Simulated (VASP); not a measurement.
Wanted: the native input for a VASP 6.6.1 run.

```
Task                   : relaxation of cell and atoms
Functional             : PBE
Dispersion             : TS-HI
Potentials or basis    : VASP PAW PBE potentials, release 64 (Te)
Cutoff                 : 600 eV
k mesh                 : 4 × 4 × 5
Occupations            : fermi-dirac, width 0.05 eV
Spin                   : no spin polarisation
Further INCAR settings : ALGO = Normal; EDIFF = 1e-06; IBRION = 2; EDIFFG = -0.005; NSW = 60; ISIF = 3
```

The structure of Te lies in POSCAR:

```
Te
1.0
    5.8500400000      0.0000000000      0.0000000000
    0.0000000000      5.8500400000      0.0000000000
    0.0000000000      0.0000000000      4.7912000000
Te
4
Direct
    0.0000000000      0.0000000000      0.0000000000
    0.5000000000      0.5000000000      0.0000000000
    0.0000000000      0.5000000000      0.8300400000
    0.5000000000      0.0000000000      0.1699600000
```

The cell was built by a generator and needn't be a form met in nature.

These files were run (other wordings do the same):

INCAR

```
SYSTEM = Te
PREC     = Accurate       ! precision mode
ENCUT    = 600            ! plane-wave cutoff, eV
EDIFF    = 1E-6           ! SCF threshold, eV
ISMEAR   = -1             ! smearing method
SIGMA    = 0.05           ! smearing width, eV
LREAL    = .False.        ! projectors in reciprocal space
LASPH    = .True.         ! aspherical terms in the spheres
NELM     = 80             ! most SCF steps
ALGO     = Normal         ! electronic algorithm
ISIF     = 3              ! what is computed and relaxed
LWAVE    = .False.        ! write WAVECAR
LCHARG   = .False.        ! write CHGCAR
GGA      = PE             ! functional
IVDW     = 21             ! dispersion correction
IBRION   = 2              ! ionic algorithm
NSW      = 60             ! ionic steps
EDIFFG   = -0.005         ! ionic threshold
```

KPOINTS

```
Automatic mesh
0
Gamma
  4 4 5
  0 0 0
```

Potentials or basis: VASP PAW PBE potentials, release 64 (Te).

Run with:

```sh
$ cat potpaw_PBE.64/Te/POTCAR > POTCAR
$ mpirun -np 1 vasp_std > vasp.out
```

It gave:

```yaml
Relaxed_volume: 36.98 Å³/atom
Relaxed_cell: a = 5.797 Å, b = 5.797 Å, c = 4.401 Å, α = 90.00°, β = 90.00°, γ = 90.00°
Space_group_after_relaxing_to_0.05_Å: P4/nmm (No. 129)
Energy_gained_by_relaxing: 21.2 meV/atom
Ionic_steps: 23
Pressure_after_relaxing: 0.0 GPa
Largest_force_after_relaxing: 0.004 eV/Å
Band_gap_on_the_k_mesh: 0.18 eV, indirect (least direct gap 0.79 eV)
Dispersion_energy_per_atom: -0.207 eV
```

Caveat: spin-orbit coupling is left out, which moves the levels of the heavy elements; an odd mesh through Γ misses points on the zone boundary, where band edges often lie.

It took 13 min on 1 thread of Intel(R) Xeon(R) Platinum 8488C (Sapphire Rapids), with other jobs on the host, peak memory 0.33 GiB.
